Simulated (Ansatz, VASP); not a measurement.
SiW4 in VASP and in Ansatz

```
W Si
1.0
     3.18370    0.00000    0.00000
     0.00000    3.18370    0.00000
     0.00000    0.00000   20.14258
W Si
4 1
Direct
  0.50000 0.50000 0.19858
  0.00000 0.00000 0.27761
  0.50000 0.50000 0.35995
  0.00000 0.00000 0.42907
  0.12500 0.12500 0.54661
```

Alike in both runs: functional PBE; k mesh 8 × 8 × 1; occupations gaussian, width 0.1 eV; no spin polarisation.

Ansatz relaxed the structure, and its values are those at the end. VASP's run is a single point on that final structure, the one shown.

```csv
,VASP,Ansatz
version,VASP 6.6.1,Ansatz 0.2.0
potentials or method,"VASP PAW PBE potentials, release 64 (W_sv, Si)","scalar-relativistic, plane waves, PAW"
plane-wave cutoff (eV),520,420
valence electrons in the cell,60,60
```

Ansatz gave:

| Property | Result |
| --- | --- |
| gap on the k mesh at the Fermi level (eV) | none |
| rms of the force components (eV/Å) | 0.878 |
| work function, face that differs most (eV) | 5.19 |

Q: Which values does VASP return?

A: gap on the k mesh at the Fermi level (eV): none; rms of the force components (eV/Å): 0.879; work function, face that differs most (eV): 5.19.

A gap of «none» marks a metal or a gap that the smearing closes. With one functional, cell and mesh, what is left measures potentials, basis and numerics. Ansatz warned: «vacuum_density_over_bound».

Spin-orbit coupling is left out, which matters for the levels of W.
